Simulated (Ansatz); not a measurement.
**MgO (Periclase): the PBE gap against the k mesh of the density**

How far can the k mesh of the density be lowered for the gap of MgO (Periclase)?

Method: DFT, PBE, plane waves, PAW, in Ansatz 0.2.0.

This is a report of a sequence of runs, with most program output left out.

The database entry behind the starting cell differs from later determinations by our own check (about 0.1 % long), so it need not match the best structure at ambient conditions.

## Step 1: The structure

It takes space group Fm-3m (No. 225, cubic). Conventional cell: a = 4.217 Å, b = 4.217 Å, c = 4.217 Å, α = 90.00°, β = 90.00°, γ = 90.00°. Mg has 6 O at 2.11 Å nearest. Nearest to O lie 6 Mg at 2.11 Å. Farther neighbours and most contacts between anions are not listed.

The cell and positions come from the Crystallography Open Database and are kept as given unless a step says otherwise. The default PAW set here is soft_2. Its files were made with PBE.

## Step 2: k mesh of the density: 4×4×4

File input.yaml:

```yaml
crystal:
  lattice:
    - [0.0, 2.1085, 2.1085]
    - [2.1085, 0.0, 2.1085]
    - [2.1085, 2.1085, 0.0]
  atoms:
    - { symbol: Mg, position: [0.0, 0.0, 0.0] }
    - { symbol: O, position: [0.5, 0.5, 0.5] }
kpoints:
  mp_grid: { grid: [4, 4, 4] }
  band_path:
    path:
      - [0.0, 0.0, 0.0]
      - [0.5, 0.0, 0.5]
      - [0.625, 0.25, 0.625]
      - [0.375, 0.375, 0.75]
      - [0.5, 0.5, 0.5]
      - [0.5, 0.25, 0.75]
    npoints: 1
hamiltonian:
  xc: pbe
scf:
  occupations: { method: fixed }
  n_extra_bands: 4
output:
  eigenvalues: true
```

The run is started by

```sh
ansatz run input.yaml --threads 3 --pin off --max-ram 92160MiB --backend cuda --events-out ev --progress --plain --runs-dir out --devices 1 --max-vram 13GiB  # rebuilt from the run's record
```

Wall time 2.6 s (1 × NVIDIA H100 80GB HBM3 (shared by 6 runs) with 3 threads of AMD EPYC 7R13 (Zen 3), shared host); peak memory 0.86 GiB.

Numbers from this step:

| Item | Value |
| --- | --- |
| gap | 4.701 eV |
| valence top at | Γ |
| conduction bottom at | Γ |
| least direct gap | 4.701 eV |

The gap is direct, at Γ.

## Step 3: k mesh of the density: 6×6×6

Changes to input.yaml since step 2:

```diff
@@ -9,3 +9,3 @@
 kpoints:
-  mp_grid: { grid: [4, 4, 4] }
+  mp_grid: { grid: [6, 6, 6] }
   band_path:
@@ -26 +26,5 @@
   eigenvalues: true
+  write_density: true
+  write_potential: true
+  elf: true
+  volumetric_format: npy
```

Run time: 3.3 s. Hardware: 1 × NVIDIA H100 80GB HBM3 (shared by 6 runs) with 3 threads; peak memory 0.86 GiB.

Numbers from this step:

| Quantity | Value |
| --- | --- |
| gap | 4.709 eV |
| valence top at | Γ |
| conduction bottom at | Γ |
| least direct gap | 4.709 eV |

The gap is 4.709 eV, +0.007 eV from the run before at this level.

## Step 4: k mesh of the density: 10×10×10 (the default)

input.yaml, the sections that differ from step 3:

```yaml
kpoints:
  mp_grid: { grid: [10, 10, 10] }
  band_path:
    path:
      - [[0.0, 0.0, 0.0], [0.5, 0.0, 0.5], [0.625, 0.25, 0.625]]
      - [[0.375, 0.375, 0.75], [0.0, 0.0, 0.0], [0.5, 0.5, 0.5], [0.5, 0.25, 0.75], [0.5, 0.0, 0.5]]
    npoints: 10
scf:
  occupations: { method: fermi_dirac, width: 0.02 }
  n_extra_bands: 4
# crystal, hamiltonian, output: as in step 3
```

The job ended after 5 s (1 × NVIDIA H100 80GB HBM3 (shared by 6 runs) with 3 threads; peak memory 0.87 GiB; 4.1 s of CPU time).

This step gave:

```yaml
gap: 4.709 eV
valence_top_at: Γ
conduction_bottom_at: Γ
least_direct_gap: 4.709 eV
```

The gap is 4.709 eV, as in the run before at this level.

## Step 5: k mesh of the density: 14×14×14

input.yaml, the sections that differ from step 4:

```yaml
kpoints:
  mp_grid: { grid: [14, 14, 14] }
  band_path:
    path:
      - [0.0, 0.0, 0.0]
      - [0.5, 0.0, 0.5]
      - [0.625, 0.25, 0.625]
      - [0.375, 0.375, 0.75]
      - [0.5, 0.5, 0.5]
      - [0.5, 0.25, 0.75]
    npoints: 1
scf:
  occupations: { method: fixed }
  n_extra_bands: 4
# crystal, hamiltonian, output: as in step 4
```

The job ended after 6 s (1 × NVIDIA H100 80GB HBM3 (shared by 6 runs) with 3 threads; peak memory 0.87 GiB; 6.3 s of CPU time).

This step gave:

- gap: 4.709 eV
- valence top at: Γ
- conduction bottom at: Γ
- least direct gap: 4.709 eV

The gap is 4.709 eV, as in the run before at this level.

## Step 6: The series

Differences are against the last row; a negative gap means that bands overlap, and a run with a band path holds that path's time. Times are wall times on 1 × NVIDIA H100 80GB HBM3 (shared by 6 runs) with 3 threads of AMD EPYC 7R13 (Zen 3), shared host, good to a factor of about two.

| k mesh of the density | gap (eV) | direct gap (eV) | gap error (eV) | energy error (meV/atom) | irreducible k | time |
| --- | --- | --- | --- | --- | --- | --- |
| 4×4×4 | 4.701 | 4.701 | −0.008 | +6.4 | 8 | 2.6 s |
| 6×6×6 | 4.709 | 4.709 | −0.0004 | +0.2 | 16 | 3.3 s |
| 10×10×10 | 4.709 | 4.709 | +0.000 | +0.0 | 47 | 5 s |
| 14×14×14 | 4.709 | 4.709 | +0.000 | +0.0 | 104 | 6 s |

## Step 7: Summary of results

| Quantity | Value |
| --- | --- |
| 4×4×4 | 4.701 eV |
| 6×6×6 | 4.709 eV |
| 10×10×10 | 4.709 eV |
| 14×14×14 | 4.709 eV |

**Reading.** The gap holds to 0.02 eV from 4×4×4 on, the cheapest setting tried. At 4×4×4 the gap is off by −0.008 eV and the energy by +6 meV/atom. The gap is read over the mesh and added points near the edges, so meshes differ mainly through the density and, for a hybrid, the exchange operator.

[Paths, hosts, dates, memory and timing lines, banners, echoed tables and standing remarks are left out of the program output.]

[Logs are printed without paths, hosts, clocks, repeated set-up lines and the standing remarks that a program may print on its own settings, such as how far it seeks lower states.]

[Runs of the session that timed out or met a known fault of the program may be left out.]

[Cells called generated may have been cut or substituted from an entry of the Crystallography Open Database or the Materials Project.]

[Hosts, paths, dates, database ids (printed as entryN), source tags and the programs' standing remarks are cut or masked in the printed files.]
